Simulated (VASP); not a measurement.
InAs: electric field gradients with r2SCAN

**Experimental background.**

A printed reference work, data compilation reports, for a bulk crystal of InAs at 4.2 K: band gap 0.418 eV (direct).

The system is InAs.

```
CELL_PARAMETERS angstrom
0.00000 3.02400 3.02400
3.02400 0.00000 3.02400
3.02400 3.02400 0.00000
ATOMIC_POSITIONS crystal
In 0.00000 0.00000 0.00000
As 0.75000 0.75000 0.75000
```

```
Program                : VASP 6.6.1
Task                   : electric field gradients
Functional             : r2SCAN
Potentials or basis    : VASP PAW PBE potentials, release 64 (In_d, As)
Cutoff                 : 520 eV
k mesh                 : 10 × 10 × 10
Occupations            : fermi-dirac, width 0.08 eV
Spin                   : no spin polarisation
Dipole correction      : no
Further INCAR settings : ALGO = Normal; EDIFF = 1e-08; NBANDS = 16
```

```
Pressure               : 1.9 GPa
Band gap on the k mesh : 0.25 eV, direct
```

Levels at points of the mesh, in eV from the valence-band top:
| k point | band 7 | band 8 | band 9 | band 10 | band 11 | band 12 |
| --- | --- | --- | --- | --- | --- | --- |
| (0.00, 0.00, 0.00) | 0.00 | 0.00 | 0.00 | 0.25 | 4.27 | 4.27 |
| (0.50, 0.00, 0.00) | -5.88 | -1.02 | -1.02 | 1.32 | 5.05 | 5.05 |
| (0.50, 0.50, 0.00) | -5.93 | -2.39 | -2.39 | 1.83 | 2.36 | 9.84 |

It took 120 s on 1 thread of Intel Xeon 6975P-C, on a shared host, peak memory 0.21 GiB.

Against the measured gap of InAs, 0.418 eV (direct; 4.2 K; a printed reference work, data compilation), the calculated 0.25 eV is off by -0.17 eV. Spin-orbit coupling on As, In is left out. The value is that of r2SCAN, without temperature or zero-point motion.

Caveat: without QUAD_EFG the Cq values of the log hold for a quadrupole moment of 1 mb, not for the nuclei; the PAW data sets were made with another functional, which shifts forces and pressure a little; spin-orbit coupling is left out, which moves the levels of the heavy elements.
